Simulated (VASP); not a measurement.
# Si (Fd-3m) in VASP: notebook, part 2 of 2

VASP 6.6.1. Earlier steps stand in the parts before.

**3. Single point, BLYP, collinear spin, typed start (volume scaled by 1.06)**

INCAR reads:

```
SYSTEM = Si
AGGAC = 1.0
AGGAX = 1.0
ALDAC = 0.0
ALDAX = 1.0
ALGO = Normal
EDIFF = 1E-6
ENCUT = 520
GGA = B5
ISIF = 2
ISMEAR = -1
ISPIN = 2
LASPH = .TRUE.
LCHARG = .FALSE.
LORBIT = 11
LREAL = .FALSE.
LWAVE = .FALSE.
MAGMOM = 0.5 0.5
NBANDS = 15
NELM = 150
PREC = Accurate
SIGMA = 0.05
```

KPOINTS reads:

```
k-points
0
G
  8 8 8
  0 0 0
```

POSCAR reads:

```
Si
1.0
    0.0000000000      2.7752343705      2.7752343705
    2.7752343705      0.0000000000      2.7752343705
    2.7752343705      2.7752343705      0.0000000000
Si
2
Direct
    0.5000000000      0.5000000000      0.5000000000
    0.7500000000      0.7500000000      0.7500000000
```

Potentials or basis: VASP PAW PBE potentials, release 64 (Si).

Run with:

```
$ cat potpaw_PBE.64/Si/POTCAR > POTCAR
$ mpirun -np 1 vasp_std > vasp.out
```

OUTCAR:

```text
SYSTEM = Si
   EDIFF = 1E-6
   ENCUT = 520
   GGA = B5
   ISIF = 2
   ISMEAR = -1
   ISPIN = 2
   LASPH = .TRUE.
   LORBIT = 11
   LREAL = .FALSE.
   NELM = 150
   PREC = Accurate

 ion  position               nearest neighbor table
   1  0.500  0.500  0.500-   2 2.40   2 2.40   2 2.40   2 2.40
   2  0.750  0.750  0.750-   1 2.40   1 2.40   1 2.40   1 2.40

  LATTYP: Found a face centered cubic cell.
 ALAT       =     5.5504687410

  Lattice vectors:

 A1 = (   0.0000000000,   2.7752343705,   2.7752343705)
 A2 = (   2.7752343705,   0.0000000000,   2.7752343705)
 A3 = (   2.7752343705,   2.7752343705,   0.0000000000)

Analysis of symmetry for initial positions (statically):
=====================================================================
 Subroutine PRICEL returns:
 Original cell was already a primitive cell.

 Routine SETGRP: Setting up the symmetry group for a
 face centered cubic supercell.

 Subroutine GETGRP returns: Found 48 space group operations
 (whereof 24 operations were pure point group operations)
 out of a pool of 48 trial point group operations.

The static configuration has the point symmetry T_d .
 The point group associated with its full space group is O_h .

Analysis of symmetry for dynamics (positions and initial velocities):
=====================================================================
 Subroutine PRICEL returns:
 Original cell was already a primitive cell.

 Routine SETGRP: Setting up the symmetry group for a
 face centered cubic supercell.

 Subroutine GETGRP returns: Found 48 space group operations
 (whereof 24 operations were pure point group operations)
 out of a pool of 48 trial point group operations.

The dynamic configuration has the point symmetry T_d .
 The point group associated with its full space group is O_h .

Analysis of structural, dynamic, and magnetic symmetry:
=====================================================================
 Subroutine PRICEL returns:
 Original cell was already a primitive cell.

 Routine SETGRP: Setting up the symmetry group for a
 face centered cubic supercell.

 Subroutine GETGRP returns: Found 48 space group operations
 (whereof 24 operations were pure point group operations)
 out of a pool of 48 trial point group operations.

The overall configuration has the point symmetry T_d .
 The point group associated with its full space group is O_h .

 Subroutine INISYM returns: Found 48 space group operations
 (whereof 24 operations are pure point group operations),
 and found     1 'primitive' translations

----------------------------------------------------------------------------------------

                                     Primitive cell

  volume of cell :      42.7493

  direct lattice vectors                    reciprocal lattice vectors
     0.000000000  2.775234371  2.775234371    -0.180164964  0.180164964  0.180164964
     2.775234371  0.000000000  2.775234371     0.180164964 -0.180164964  0.180164964
     2.775234371  2.775234371  0.000000000     0.180164964  0.180164964 -0.180164964

  length of vectors
     3.924774086  3.924774086  3.924774086     0.312054871  0.312054871  0.312054871

  position of ions in fractional coordinates (direct lattice)
     0.500000000  0.500000000  0.500000000
     0.750000000  0.750000000  0.750000000

  ion indices of the primitive-cell ions
   primitive index   ion index
                 1           1
                 2           2

----------------------------------------------------------------------------------------

[... 93 lines left out ...]
   LORBIT       =     11    0 simple, 1 ext, 2 COOP (PROOUT), +10 PAW based schemes
   GGA     = B5    functional components
   LHFCALC =     F    Hartree Fock is set to
   AEXX    =    0.0000 exact exchange contribution
   IVDW    =     0    specifies the selected vdW correction
   LEPSILON=     F    determine dielectric tensor
   LRPA    =     F    only Hartree local field effects (RPA)
 spin polarized calculation
  energy-cutoff  :      520.00
  volume of cell :       42.75
 maximum number of plane-waves:      1174
 NGX is ok and might be reduce to    30
   NGX = 15   NGY = 15   NGZ = 15

 number of electron       8.0000000 magnetization       0.0004669

 number of electron       8.0000000 magnetization      -0.0000356

 Free energy of the ion-electron system (eV)
  ---------------------------------------------------
  ext. energy  EPLUGINS =         0.00000000
  ---------------------------------------------------
  free energy    TOTEN  =        -9.48773698 eV

  energy without entropy =       -9.48773521  energy(sigma->0) =       -9.48773609

 E-fermi :   6.0244     XC(G=0):  -8.5051

 val. band max:        5.5796171878   @ k =   0.0000   0.0000   0.0000
 cond. band min:       6.5059036499   @ k =   0.3750   0.3750   0.0000
 fundamental gap:      0.9262864621
 Fermi energy:         6.0244193471

 spin component 1

 k-point     1 :       0.0000    0.0000    0.0000
  band No.  band energies     occupation
      1      -5.8664      1.00000
      2       5.5796      0.99986
      3       5.5796      0.99986
      4       5.5796      0.99986
      5       8.1481      0.00000
      6       8.2447      0.00000
      7       8.2447      0.00000
      8       8.2447      0.00000
      9      13.4648      0.00000
     10      13.4648      0.00000
     11      13.5943      0.00000
     12      16.8851      0.00000
     13      16.8851      0.00000
     14      16.8851      0.00000
[... 403 lines left out ...]
      4       3.6307      1.00000
      5       8.6086      0.00000
      6       8.9432      0.00000
      7      11.3819      0.00000
      8      12.7098      0.00000
      9      12.8122      0.00000
     10      16.0958      0.00000
     11      16.9532      0.00000
     12      17.8065      0.00000
     13      20.3760      0.00000
     14      20.7369      0.00000
     15      23.2044      0.00000

 [... further k-points ...]

 spin component 2

 k-point     1 :       0.0000    0.0000    0.0000
  band No.  band energies     occupation
      1      -5.8664      1.00000
      2       5.5796      0.99986
      3       5.5796      0.99986
      4       5.5796      0.99986
      5       8.1481      0.00000
      6       8.2447      0.00000
      7       8.2447      0.00000
      8       8.2447      0.00000
      9      13.4647      0.00000
     10      13.4647      0.00000
     11      13.5943      0.00000
     12      16.8850      0.00000
     13      16.8850      0.00000
     14      16.8850      0.00000
[... 403 lines left out ...]
      4       3.6307      1.00000
      5       8.6086      0.00000
      6       8.9432      0.00000
      7      11.3819      0.00000
      8      12.7098      0.00000
      9      12.8121      0.00000
     10      16.0958      0.00000
     11      16.9532      0.00000
     12      17.8065      0.00000
     13      20.3759      0.00000
     14      20.7369      0.00000
     15      23.2044      0.00000

 [... further k-points ...]

------------------------ aborting loop because EDIFF is reached ----------------------------------------

  FORCE on cell =-STRESS in cart. coord.  units (eV):
  Direction    XX          YY          ZZ          XY          YZ          ZX
  --------------------------------------------------------------------------------------
  -------------------------------------------------------------------------------------
  Total       -0.1647773     -0.1647773     -0.1647773     -0.0000000     -0.0000000      0.0000000
  in kB       -6.1755981     -6.1755981     -6.1755981     -0.0000000     -0.0000000      0.0000000
  external PRESSURE =      -6.1755981 kB  Pullay stress =       0.0000000 kB

 VOLUME and BASIS-vectors are now :
 -----------------------------------------------------------------------------
  energy-cutoff  :      520.00
  volume of cell :       42.75
      direct lattice vectors                 reciprocal lattice vectors
     0.000000000  2.775234371  2.775234371    -0.180164964  0.180164964  0.180164964
     2.775234371  0.000000000  2.775234371     0.180164964 -0.180164964  0.180164964
     2.775234371  2.775234371  0.000000000     0.180164964  0.180164964 -0.180164964

 POSITION                                       TOTAL-FORCE (eV/Angst)
 -----------------------------------------------------------------------------------
      2.77523      2.77523      2.77523        -0.000000     -0.000000     -0.000000
      4.16285      4.16285      4.16285         0.000000      0.000000      0.000000
 -----------------------------------------------------------------------------------
    total drift:                                0.000000      0.000000      0.000000

  FREE ENERGIE OF THE ION-ELECTRON SYSTEM (eV)
  ---------------------------------------------------
  free  energy   TOTEN  =        -9.4877369754 eV

  energy  without entropy=       -9.4877352143  energy(sigma->0) =       -9.48773609

 total charge

# of ion       s       p       d       tot
------------------------------------------
    1        0.754   0.909   0.000   1.663
    2        0.754   0.909   0.000   1.663
--------------------------------------------------
tot          1.508   1.818   0.000   3.326

 magnetization (x)

# of ion       s       p       d       tot
------------------------------------------
    1        0.000   0.000   0.000   0.000
    2        0.000   0.000   0.000   0.000
--------------------------------------------------
tot          0.000   0.000   0.000   0.000
```

It took 22 s on 1 thread of Intel Xeon 6975P-C (Granite Rapids), shared host; peak memory 0.18 GiB.

Results:

- Free energy: -9.4877 eV
- Pressure: -0.6 GPa
- Band gap on the k mesh: 0.93 eV, indirect (least direct gap 2.51 eV)
- Net moment: 0.00 μB per cell
- Valence electrons inside the program's atomic spheres: Si 1.66

Levels at points of the mesh, in eV from the valence-band top:
Spin up:
| k point | band 1 | band 2 | band 3 | band 4 | band 5 | band 6 | band 7 | band 8 | band 9 |
| --- | --- | --- | --- | --- | --- | --- | --- | --- | --- |
| (0.00, 0.00, 0.00) | -11.45 | 0.00 | 0.00 | 0.00 | 2.57 | 2.67 | 2.67 | 2.67 | 7.89 |
| (0.50, 0.00, 0.00) | -9.31 | -6.58 | -1.11 | -1.11 | 1.40 | 3.54 | 3.54 | 7.96 | 10.54 |
| (0.50, 0.50, 0.00) | -7.58 | -7.58 | -2.61 | -2.61 | 1.06 | 1.06 | 9.60 | 9.60 | 10.88 |
Spin down:
| k point | band 1 | band 2 | band 3 | band 4 | band 5 | band 6 | band 7 | band 8 | band 9 |
| --- | --- | --- | --- | --- | --- | --- | --- | --- | --- |
| (0.00, 0.00, 0.00) | -11.45 | 0.00 | 0.00 | 0.00 | 2.57 | 2.67 | 2.67 | 2.67 | 7.89 |
| (0.50, 0.00, 0.00) | -9.31 | -6.58 | -1.11 | -1.11 | 1.40 | 3.54 | 3.54 | 7.96 | 10.54 |
| (0.50, 0.50, 0.00) | -7.58 | -7.58 | -2.61 | -2.61 | 1.06 | 1.06 | 9.60 | 9.60 | 10.88 |

Caveat: the PAW data sets were made with another functional, which shifts forces and pressure a little. A k mesh can miss the band edges.

**4. Single point, BLYP, collinear spin, typed start (volume scaled by 0.98)**

INCAR reads:

```
SYSTEM = Si
PREC = Accurate ; ENCUT = 520
EDIFF = 1E-6 ; ISMEAR = -1
SIGMA = 0.05 ; LREAL = .FALSE.
LASPH = .TRUE. ; NELM = 150
ALGO = Normal ; ISIF = 2
LWAVE = .FALSE. ; LCHARG = .TRUE.
ISPIN = 2 ; MAGMOM = 0.5 0.5
LORBIT = 11 ; GGA = B5
ALDAX = 1.0 ; AGGAX = 1.0
AGGAC = 1.0 ; ALDAC = 0.0
LELF = .TRUE. ; LVHAR = .TRUE.
NBANDS = 15
```

KPOINTS reads:

```
regular mesh
0
G
  8 8 8
  0 0 0
```

POSCAR reads:

```
Si
1.0
    0.0000000000      2.7035831784      2.7035831784
    2.7035831784      0.0000000000      2.7035831784
    2.7035831784      2.7035831784      0.0000000000
Si
2
Direct
    0.5000000000      0.5000000000      0.5000000000
    0.7500000000      0.7500000000      0.7500000000
```

Potentials or basis: VASP PAW PBE potentials, release 64 (Si).

Run with:

```
$ cat potpaw_PBE.64/Si/POTCAR > POTCAR
$ mpirun -np 1 vasp_std > vasp.out
```

OUTCAR:

```text
SYSTEM = Si
   PREC = Accurate
   ENCUT = 520
   EDIFF = 1E-6
   ISMEAR = -1
   LREAL = .FALSE.
   LASPH = .TRUE.
   NELM = 150
   ISIF = 2
   ISPIN = 2
   LORBIT = 11
   GGA = B5

 ion  position               nearest neighbor table
   1  0.500  0.500  0.500-   2 2.34   2 2.34   2 2.34   2 2.34
   2  0.750  0.750  0.750-   1 2.34   1 2.34   1 2.34   1 2.34

  LATTYP: Found a face centered cubic cell.
 ALAT       =     5.4071663568

  Lattice vectors:

 A1 = (   0.0000000000,   2.7035831784,   2.7035831784)
 A2 = (   2.7035831784,   0.0000000000,   2.7035831784)
 A3 = (   2.7035831784,   2.7035831784,   0.0000000000)

Analysis of symmetry for initial positions (statically):
=====================================================================
 Subroutine PRICEL returns:
 Original cell was already a primitive cell.

 Routine SETGRP: Setting up the symmetry group for a
 face centered cubic supercell.

 Subroutine GETGRP returns: Found 48 space group operations
 (whereof 24 operations were pure point group operations)
 out of a pool of 48 trial point group operations.

The static configuration has the point symmetry T_d .
 The point group associated with its full space group is O_h .

Analysis of symmetry for dynamics (positions and initial velocities):
=====================================================================
 Subroutine PRICEL returns:
 Original cell was already a primitive cell.

 Routine SETGRP: Setting up the symmetry group for a
 face centered cubic supercell.

 Subroutine GETGRP returns: Found 48 space group operations
 (whereof 24 operations were pure point group operations)
 out of a pool of 48 trial point group operations.

The dynamic configuration has the point symmetry T_d .
 The point group associated with its full space group is O_h .

Analysis of structural, dynamic, and magnetic symmetry:
=====================================================================
 Subroutine PRICEL returns:
 Original cell was already a primitive cell.

[... 590 lines left out ...]
      8      13.6679      0.00000
      9      13.9490      0.00000
     10      17.1838      0.00000
     11      18.2813      0.00000
     12      19.0803      0.00000
     13      22.1069      0.00000
     14      22.1642      0.00000
     15      24.7658      0.00000

 [... further k-points ...]

 spin component 2

 k-point     1 :       0.0000    0.0000    0.0000
  band No.  band energies     occupation
      1      -5.6056      1.00000
      2       6.3543      0.99960
      3       6.3543      0.99960
      4       6.3543      0.99960
      5       9.0661      0.00000
      6       9.0661      0.00000
      7       9.0661      0.00000
      8       9.8367      0.00000
      9      14.2866      0.00000
     10      14.2866      0.00000
     11      14.7018      0.00000
     12      17.9444      0.00000
     13      17.9444      0.00000
     14      17.9444      0.00000
[... 403 lines left out ...]
      4       4.2439      1.00000
      5       9.5812      0.00000
      6       9.6851      0.00000
      7      12.4202      0.00000
      8      13.6678      0.00000
      9      13.9490      0.00000
     10      17.1838      0.00000
     11      18.2813      0.00000
     12      19.0803      0.00000
     13      22.1069      0.00000
     14      22.1642      0.00000
     15      24.7657      0.00000

 [... further k-points ...]

------------------------ aborting loop because EDIFF is reached ----------------------------------------

  FORCE on cell =-STRESS in cart. coord.  units (eV):
  Direction    XX          YY          ZZ          XY          YZ          ZX
  --------------------------------------------------------------------------------------
  -------------------------------------------------------------------------------------
  Total        1.5911336      1.5911336      1.5911336      0.0000000      0.0000000      0.0000000
  in kB       64.5012344     64.5012344     64.5012344      0.0000000      0.0000000      0.0000000
  external PRESSURE =      64.5012344 kB  Pullay stress =       0.0000000 kB

 VOLUME and BASIS-vectors are now :
 -----------------------------------------------------------------------------
  energy-cutoff  :      520.00
  volume of cell :       39.52
      direct lattice vectors                 reciprocal lattice vectors
     0.000000000  2.703583178  2.703583178    -0.184939751  0.184939751  0.184939751
     2.703583178  0.000000000  2.703583178     0.184939751 -0.184939751  0.184939751
     2.703583178  2.703583178  0.000000000     0.184939751  0.184939751 -0.184939751

 POSITION                                       TOTAL-FORCE (eV/Angst)
 -----------------------------------------------------------------------------------
      2.70358      2.70358      2.70358        -0.000000     -0.000000     -0.000000
      4.05537      4.05537      4.05537         0.000000      0.000000      0.000000
 -----------------------------------------------------------------------------------
    total drift:                                0.000000      0.000000     -0.000000

  FREE ENERGIE OF THE ION-ELECTRON SYSTEM (eV)
  ---------------------------------------------------
  free  energy   TOTEN  =        -9.4337879286 eV

  energy  without entropy=       -9.4337833763  energy(sigma->0) =       -9.43378565

 total charge

# of ion       s       p       d       tot
------------------------------------------
    1        0.753   0.963   0.000   1.715
    2        0.753   0.963   0.000   1.715
--------------------------------------------------
tot          1.506   1.925   0.000   3.431

 magnetization (x)

# of ion       s       p       d       tot
------------------------------------------
    1       -0.000   0.000   0.000  -0.000
    2       -0.000   0.000   0.000  -0.000
--------------------------------------------------
tot         -0.000   0.000   0.000  -0.000
```

Wall time 18 s (1 thread of Intel Xeon 6975P-C (Granite Rapids), shared host); peak memory 0.17 GiB.

Results:

| Item | Value |
| --- | --- |
| Free energy | -9.4338 eV |
| Pressure | 6.5 GPa |
| Band gap on the k mesh | 0.82 eV, indirect (least direct gap 2.71 eV) |
| Net moment | 0.00 μB per cell |
| Valence electrons inside the program's atomic spheres | Si 1.72 |

Caveat: the PAW data sets were made with another functional, which shifts forces and pressure a little.

**5. Overview**

| task | level | spin | cell | cutoff (eV) | gap on the mesh (eV) | pressure (GPa) | moment (μB) |
| --- | --- | --- | --- | --- | --- | --- | --- |
| relaxation of cell and atoms | BLYP+D4 | off | relaxed | 600 | 0.84 | 0.0 | - |
| single point | BLYP | collinear, typed start | volume scaled by 1.06 | 520 | 0.93 | -0.6 | 0.00 |
| single point | BLYP | collinear, typed start | volume scaled by 0.98 | 520 | 0.82 | 6.5 | 0.00 |

Alike in all rows: potentials or basis VASP PAW PBE potentials, release 64 (Si); k mesh 8 × 8 × 8; smearing fermi-dirac 0.05 eV.

Caveats: the PAW data sets were made with another functional, which shifts forces and pressure a little.

Absolute energies hang on the potentials; compare differences alone.
